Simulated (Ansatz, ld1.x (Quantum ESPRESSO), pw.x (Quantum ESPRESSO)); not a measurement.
# pw.x on fcc Fe: one setting changed

Potential: ultrasoft, ld1.x (Quantum ESPRESSO) 7.5, PBE; core [Ar], reference 3d6 4s1 4p1; waves: 4s (bound): rcut 2.10, rcutus 2.40 bohr; 4s channel at 1.1 Ry: rcut 2.10, rcutus 2.40 bohr; 4p (bound): rcut 1.95, rcutus 2.50 bohr; 4p channel at 4.55 Ry: rcut 1.95, rcutus 2.50 bohr; 3d (bound): rcut 1.05, rcutus 1.45 bohr; 3d channel at -0.25 Ry: rcut 1.05, rcutus 1.45 bohr; local part: all-electron potential smoothed inside 1.95 bohr (lloc = -1); core correction: none; augmentation: PSQ, inside the norm-conserving radii.

The reference run (k-mesh 16³, cutoffs 110/880 Ry, Fermi–Dirac 0.01 Ry, mixing_beta 0.4, conv_thr 1e-9, no spin) gives 3.15 GPa at 10.279 Å³/atom, where all-electron LAPW gives 0.43 GPa. This run, with its own iteration cap, changes k-mesh shift to 1.

```
&control
  calculation='scf', prefix='x', pseudo_dir='./', outdir='./tmp', tstress=.true., disk_io='none'
/
&system
  ibrav=0, nat=1, ntyp=1, ecutwfc=110, ecutrho=880, nbnd=11,
  occupations='smearing', smearing='fd', degauss=0.01
/
&electrons
  conv_thr=1e-09, mixing_beta=0.4, electron_maxstep=60
/
ATOMIC_SPECIES
Fe 1.0 Fe.UPF
CELL_PARAMETERS angstrom
  0.00000000 1.72573308 1.72573308
  1.72573308 0.00000000 1.72573308
  1.72573308 1.72573308 0.00000000
ATOMIC_POSITIONS crystal
Fe 0.0000 0.0000 0.0000
K_POINTS automatic
16 16 16 1 1 1
```

```bash
pw.x < Fe.scf.in > Fe.scf.out
```

Task: How does the run end?

Result: It converges in 8 iterations; the free energy moves by +0.3 meV/atom and the pressure by +0.02 GPa. The result is that of the reference run.

```
Message from routine setup:
     using ibrav=0 with symmetry is DISCOURAGED, use correct ibrav instead
     lattice parameter (alat)  =       4.6120  a.u.
     unit-cell volume          =      69.3661 (a.u.)^3
     number of electrons       =         8.00
     number of Kohn-Sham states=           11
     kinetic-energy cutoff     =     110.0000  Ry
     charge density cutoff     =     880.0000  Ry
     scf convergence threshold =      1.0E-09
     Exchange-correlation= PBE
     number of k points=   408  Fermi-Dirac smearing, width (Ry)=  0.0100
     iteration #  1     ecut=   110.00 Ry     beta= 0.40
     total energy              =     -42.51149061 Ry
     estimated scf accuracy    <       0.12236805 Ry
     iteration #  2     ecut=   110.00 Ry     beta= 0.40
     total energy              =     -42.54166969 Ry
     estimated scf accuracy    <       0.01296995 Ry
     iteration #  3     ecut=   110.00 Ry     beta= 0.40
     total energy              =     -42.54416653 Ry
     estimated scf accuracy    <       0.00025663 Ry
     iteration #  4     ecut=   110.00 Ry     beta= 0.40
     total energy              =     -42.54420222 Ry
     estimated scf accuracy    <       0.00001598 Ry
     iteration #  5     ecut=   110.00 Ry     beta= 0.40
     total energy              =     -42.54420674 Ry
     estimated scf accuracy    <       0.00000594 Ry
     iteration #  6     ecut=   110.00 Ry     beta= 0.40
     total energy              =     -42.54421465 Ry
     estimated scf accuracy    <       0.00000002 Ry
     iteration #  7     ecut=   110.00 Ry     beta= 0.40
     total energy              =     -42.54421467 Ry
     estimated scf accuracy    <          4.8E-09 Ry
     iteration #  8     ecut=   110.00 Ry     beta= 0.40
     the Fermi energy is    14.9919 ev
!    total energy              =     -42.54421467 Ry
     estimated scf accuracy    <          3.1E-11 Ry
     smearing contrib. (-TS)   =      -0.00756989 Ry
     The total energy is F=E-TS. E is the sum of the following terms:
     one-electron contribution =       3.62028435 Ry
     hartree contribution      =       7.53996214 Ry
     xc contribution           =      -8.70815826 Ry
     ewald contribution        =     -44.98873302 Ry
     convergence has been achieved in   8 iterations
          total   stress  (Ry/bohr**3)                   (kbar)     P=       31.72
     Message from routine punch:
     Nothing written, as per user request (disk_io='none')
```

The run took about 53 s on one core of a shared host (Neoverse-V1, 32 threads, 247 GiB, load 12).
